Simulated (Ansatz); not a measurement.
The system is ZnS.

```
Zn S
1.0
     0.00000    2.70200    2.70200
     2.70200    0.00000    2.70200
     2.70200    2.70200    0.00000
Zn S
1 1
Direct
  0.75000 0.75000 0.75000
  0.00000 0.00000 0.00000
```

Base run:

| Item | Value |
| --- | --- |
| Program | Ansatz 0.2.0 |
| Functional | r2SCAN50 |
| Potentials or basis | Ansatz PAW |
| Cutoff | 500 eV (not typed: the program's choice for these potentials) |
| k mesh | 5 × 5 × 5 |
| Occupations | fermi-dirac, width 0.05 eV |
| Spin | no spin polarisation |

Its results: band gap on the k mesh 6.07 eV, direct; pressure -0.3 GPa.

Problem. The run is repeated on the same cell with these changes: functional from r2SCAN50 to HF; cutoff from 500 eV (not typed: the program's choice for these potentials) to 420 eV (not typed: the program's choice for these potentials). What comes out?

Solution. Band gap on the k mesh 10.25 eV, direct; pressure 8.6 GPa.

Caveats: the PAW data sets come from PBE, with cores solved anew for the run's functional, which leaves a small shift of forces and pressure; the thresholds are loose for stress.
